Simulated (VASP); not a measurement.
# Mo (Im-3m) in VASP: relaxation of cell and atoms with PBEsol

Aim: the relaxation of cell and atoms of Mo with PBEsol.

All numbers are computed with VASP 6.6.1; they aren't measurements. Logs are shortened: lines on timing, memory, paths and dates and some standing lists are left out, and cuts for length are marked.

## (1) The structure

The structure is cubic, space group Im-3m (No. 229). The conventional cell has a = 3.160 Å, b = 3.160 Å, c = 3.160 Å, α = 90.00°, β = 90.00°, γ = 90.00°. Mo (site symmetry m-3m) has 8 Mo at 2.74 Å as nearest neighbours.

The cell was built by a generator and needn't be a form met in nature.

## (2) Relaxation of cell and atoms, PBEsol

File INCAR:

```
SYSTEM = Mo
PREC = Accurate ; ENCUT = 600
EDIFF = 1E-6 ; ISMEAR = 1
SIGMA = 0.2 ; LREAL = .FALSE.
LASPH = .TRUE. ; NELM = 60
ALGO = Normal ; ISIF = 3
LWAVE = .FALSE. ; LCHARG = .FALSE.
GGA = PS ; IBRION = 2
NSW = 40 ; EDIFFG = -0.02
KPAR = 8
```

File KPOINTS:

```
Automatic mesh
0
G
  24 24 24
  0 0 0
```

File POSCAR:

```
Mo
1.0
   -1.5800000000      1.5800000000      1.5800000000
    1.5800000000     -1.5800000000      1.5800000000
    1.5800000000      1.5800000000     -1.5800000000
Mo
1
Direct
    0.0000000000      0.0000000000      0.0000000000
```

Potentials or basis: VASP PAW PBE potentials, release 64 (Mo_sv).

The run is started by

```
> cat potpaw_PBE.64/Mo_sv/POTCAR > POTCAR
> mpirun -np 8 vasp_std > vasp.out
```

OUTCAR:

```text
SYSTEM = Mo
   PREC = Accurate
   ENCUT = 600
   EDIFF = 1E-6
   ISMEAR = 1
   LREAL = .FALSE.
   LASPH = .TRUE.
   NELM = 60
   ISIF = 3
   GGA = PS
   IBRION = 2
   NSW = 40
   EDIFFG = -0.02

 ion  position               nearest neighbor table
   1  0.000  0.000  0.000-

  LATTYP: Found a body centered cubic cell.
 ALAT       =     3.1600000000

  Lattice vectors:

 A1 = (  -1.5800000000,   1.5800000000,   1.5800000000)
 A2 = (   1.5800000000,  -1.5800000000,   1.5800000000)
 A3 = (   1.5800000000,   1.5800000000,  -1.5800000000)

Analysis of symmetry for initial positions (statically):
=====================================================================
 Subroutine PRICEL returns:
 Original cell was already a primitive cell.

 Routine SETGRP: Setting up the symmetry group for a
 body centered cubic supercell.

 Subroutine GETGRP returns: Found 48 space group operations
 (whereof 48 operations were pure point group operations)
 out of a pool of 48 trial point group operations.

The static configuration has the point symmetry O_h .

Analysis of symmetry for dynamics (positions and initial velocities):
=====================================================================
 Subroutine PRICEL returns:
 Original cell was already a primitive cell.

 Routine SETGRP: Setting up the symmetry group for a
 body centered cubic supercell.

 Subroutine GETGRP returns: Found 48 space group operations
 (whereof 48 operations were pure point group operations)
 out of a pool of 48 trial point group operations.

The dynamic configuration has the point symmetry O_h .

 Subroutine INISYM returns: Found 48 space group operations
 (whereof 48 operations are pure point group operations),
 and found     1 'primitive' translations

----------------------------------------------------------------------------------------

                                     Primitive cell

  volume of cell :      15.7772

  direct lattice vectors                    reciprocal lattice vectors
    -1.580000000  1.580000000  1.580000000     0.000000000  0.316455696  0.316455696
     1.580000000 -1.580000000  1.580000000     0.316455696  0.000000000  0.316455696
     1.580000000  1.580000000 -1.580000000     0.316455696  0.316455696  0.000000000

  length of vectors
     2.736640276  2.736640276  2.736640276     0.447535937  0.447535937  0.447535937

  position of ions in fractional coordinates (direct lattice)
     0.000000000  0.000000000  0.000000000

  ion indices of the primitive-cell ions
   primitive index   ion index
                 1           1

----------------------------------------------------------------------------------------

 KPOINTS: Automatic mesh

Automatic generation of k-mesh.
 Grid dimensions read from file:
 generate k-points for:   24   24   24

 Generating k-lattice:

  Cartesian coordinates                     Fractional coordinates (reciprocal lattice)
     0.000000000  0.013185654  0.013185654     0.041666667  0.000000000  0.000000000
     0.013185654  0.000000000  0.013185654     0.000000000  0.041666667  0.000000000
     0.013185654  0.013185654  0.000000000     0.000000000  0.000000000  0.041666667

  Length of vectors
     0.018647331  0.018647331  0.018647331

  Shift w.r.t. Gamma in fractional coordinates (k-lattice)
     0.000000000  0.000000000  0.000000000

 Subroutine IBZKPT returns following result:
 ===========================================

 Found    413 irreducible k-points:

 Following reciprocal coordinates:
            Coordinates               Weight
  0.000000  0.000000  0.000000      1.000000
  0.041667  0.000000  0.000000     12.000000
  0.083333  0.000000  0.000000     12.000000
  0.125000  0.000000  0.000000     12.000000
  0.166667  0.000000  0.000000     12.000000
  0.208333  0.000000  0.000000     12.000000
[... 16 lines left out ...]
  0.416667  0.041667  0.000000     48.000000
  0.458333  0.041667  0.000000     48.000000
 [... further k-points ...]
   k-points           NKPTS =    413   k-points in BZ     NKDIM =    413   number of bands    NBANDS=     11
   number of dos      NEDOS =    301   number of ions     NIONS =      1
   total plane-waves  NPLWV =  13824
   dimension x,y,z NGX =    24 NGY =   24 NGZ =   24
   dimension x,y,z NGXF=    48 NGYF=   48 NGZF=   48
   ions per type =               1
   NGX,Y,Z   is equivalent  to a cutoff of  14.58, 14.58, 14.58 a.u.
   NGXF,Y,Z  is equivalent  to a cutoff of  29.16, 29.16, 29.16 a.u.
 SYSTEM =  Mo
   PREC   = accura    normal or accurate (medium, high low for compatibility)
   ISTART =      0    job   : 0-new  1-cont  2-samecut
   ICHARG =      2    charge: 1-file 2-atom 10-const
   ISPIN  =      1    spin polarized calculation?
   LNONCOLLINEAR =      F non collinear calculations
   LSORBIT =      F    spin-orbit coupling
   LASPH  =      T    aspherical Exc in radial PAW
   ENCUT  =  600.0 eV  44.10 Ry    6.64 a.u.   5.47  5.47  5.47*2*pi/ulx,y,z
   NELM   =     60;   NELMIN=  2; NELMDL= -5     # of ELM steps
   EDIFF  = 0.1E-05   stopping-criterion for ELM
   LREAL  =      F    real-space projection
   EDIFFG = -.2E-01   stopping-criterion for IOM
   NSW    =     40    number of steps for IOM
   IBRION =      2    ionic relax: 0-MD 1-quasi-New 2-CG
   NFREE  =      1    steps in history (QN), initial steepest desc. (CG)
   ISIF   =      3    stress and relaxation
   ISYM   =      2    0-nonsym 1-usesym 2-fastsym
   POTIM  = 0.5000    time-step for ionic-motion
   TEBEG  =    0.0;   TEEND  =   0.0 temperature during run
   PSTRESS=    0.0 pullay stress
   NELECT =      14.0000    total number of electrons
   NUPDOWN=      -1.0000    fix difference up-down
   EMIN   =  10.00;   EMAX   =-10.00  energy-range for DOS
   EFERMI =   0.00;   METHOD = LEGACY
   ISMEAR =     1;   SIGMA  =   0.20  broadening in eV -4-tet -1-fermi 0-gaus
   EFERMI_NEDOS =   21; number of points for ismear=-14 and -15
   IALGO  =     38    algorithm
   IMIX   =      4    mixing-type and parameters
     AMIX     =   0.40;   BMIX     =  1.00
     AMIX_MAG =   1.60;   BMIX_MAG =  1.00
  volume/ion in A,a.u.               =      15.78       106.47
  Fermi-wavevector in a.u.,A,eV,Ry     =   1.573163  2.972847 33.672273  2.474842
  Thomas-Fermi vector in A             =   2.674489
   LORBIT       =      0    0 simple, 1 ext, 2 COOP (PROOUT), +10 PAW based schemes
   GGA     = PS    functional components
   LHFCALC =     F    Hartree Fock is set to
   AEXX    =    0.0000 exact exchange contribution
   IVDW    =     0    specifies the selected vdW correction
   LEPSILON=     F    determine dielectric tensor
   LRPA    =     F    only Hartree local field effects (RPA)
 conjugate gradient relaxation of ions
 non-spin polarized calculation
 Methfessel and Paxton  Order N= 1 SIGMA  =   0.20
  energy-cutoff  :      600.00
  volume of cell :       15.78
 maximum number of plane-waves:       543
 NGX is ok and might be reduce to    24
   NGX = 11   NGY = 11   NGZ = 11

--------------------------------------- Ionic step        1  -------------------------------------------

 number of electron      14.0000002 magnetization

 Free energy of the ion-electron system (eV)
  ---------------------------------------------------
  ext. energy  EPLUGINS =         0.00000000
  ---------------------------------------------------
  free energy    TOTEN  =       -11.76853811 eV

  energy without entropy =      -11.76845230  energy(sigma->0) =      -11.76850951

------------------------ aborting loop because EDIFF is reached ----------------------------------------

  FORCE on cell =-STRESS in cart. coord.  units (eV):
  Direction    XX          YY          ZZ          XY          YZ          ZX
  --------------------------------------------------------------------------------------
  -------------------------------------------------------------------------------------
  Total       -0.7127869     -0.7127869     -0.7127869      0.0000000      0.0000000      0.0000000
  in kB      -72.3834116    -72.3834116    -72.3834116      0.0000000      0.0000000      0.0000000
  external PRESSURE =     -72.3834116 kB  Pullay stress =       0.0000000 kB
[... 55 lines left out ...]
  energy  without entropy=      -11.6928250257  energy(sigma->0) =      -11.69249803

--------------------------------------- Ionic step        3  -------------------------------------------

 number of electron      14.0000001 magnetization

 Free energy of the ion-electron system (eV)
  ---------------------------------------------------
  ext. energy  EPLUGINS =         0.00000000
  ---------------------------------------------------
  free energy    TOTEN  =       -11.77837834 eV

  energy without entropy =      -11.77840067  energy(sigma->0) =      -11.77838578

 E-fermi :  12.7919     XC(G=0): -13.6260

 val. band max:       12.7879884235   @ k =  -0.1250   0.1250   0.1250
 cond. band min:      12.7979209754   @ k =  -0.2917   0.3750   0.1667
 fundamental gap:      0.0099325519
 Fermi energy:        12.7918517507

 k-point     1 :       0.0000    0.0000    0.0000
  band No.  band energies     occupation
      1     -48.4543      2.00000
      2     -21.7014      2.00000
      3     -21.7014      2.00000
      4     -21.7014      2.00000
      5       5.4019      2.00000
      6      11.3415      2.00000
      7      11.3415      2.00000
      8      11.3415      2.00000
      9      14.4214     -0.00000
     10      14.4214     -0.00000
     11      27.5769      0.00000
[... 309 lines left out ...]
 k-point    24 :       0.4583    0.0417    0.0000
  band No.  band energies     occupation
      1     -48.1681      2.00000
      2     -23.1766      2.00000
      3     -22.1797      2.00000
      4     -21.7254      2.00000
      5       7.3479      2.00000
      6       9.2722      2.00000
      7      13.9827     -0.00000
      8      14.4625     -0.00000
      9      15.3312     -0.00000
     10      17.7425      0.00000
     11      24.6280      0.00000

 [... further k-points ...]

------------------------ aborting loop because EDIFF is reached ----------------------------------------

  FORCE on cell =-STRESS in cart. coord.  units (eV):
  Direction    XX          YY          ZZ          XY          YZ          ZX
  --------------------------------------------------------------------------------------
  -------------------------------------------------------------------------------------
  Total       -0.0187303     -0.0187303     -0.0187303      0.0000000      0.0000000      0.0000000
  in kB       -1.9530825     -1.9530825     -1.9530825      0.0000000      0.0000000      0.0000000
  external PRESSURE =      -1.9530825 kB  Pullay stress =       0.0000000 kB
[... 16 lines left out ...]
  FREE ENERGIE OF THE ION-ELECTRON SYSTEM (eV)
  ---------------------------------------------------
  free  energy   TOTEN  =       -11.7783783398 eV

  energy  without entropy=      -11.7784006702  energy(sigma->0) =      -11.77838578

 reached required accuracy - stopping structural energy minimisation
```

It took 23 s on 8 MPI ranks of Intel Xeon Platinum 8488C (Sapphire Rapids), shared host; peak memory 0.21 GiB.

Results:

| Property | Result |
| --- | --- |
| Free energy | -11.7784 eV |
| Relaxed volume | 15.37 Å³/atom |
| Relaxed cell | a = 2.713 Å, b = 2.713 Å, c = 2.713 Å, α = 109.47°, β = 109.47°, γ = 109.47° |
| Space group after relaxing (to 0.05 Å) | Im-3m (No. 229) |
| Energy gained by relaxing | 9.8 meV/atom |
| Ionic steps | 3 |
| Pressure after relaxing | -0.2 GPa |
| Band gap on the k mesh | none (metal or under the smearing width) |

The path:
```tsv
step	energy change (eV)	largest force (eV/Å)	pressure (GPa)	volume (Å³)
1	0.0000	0.0000	-7.24	15.78
2	0.0762	0.0000	25.73	14.20
3	-0.0098	0.0000	-0.20	15.37
```

Final structure:
```
Mo
1.0
    -1.56612    1.56612    1.56612
     1.56612   -1.56612    1.56612
     1.56612    1.56612   -1.56612
Mo
1
Direct
  0.00000 0.00000 0.00000
```

Caveat: the PAW data sets were made with another functional, which shifts forces and pressure a little.
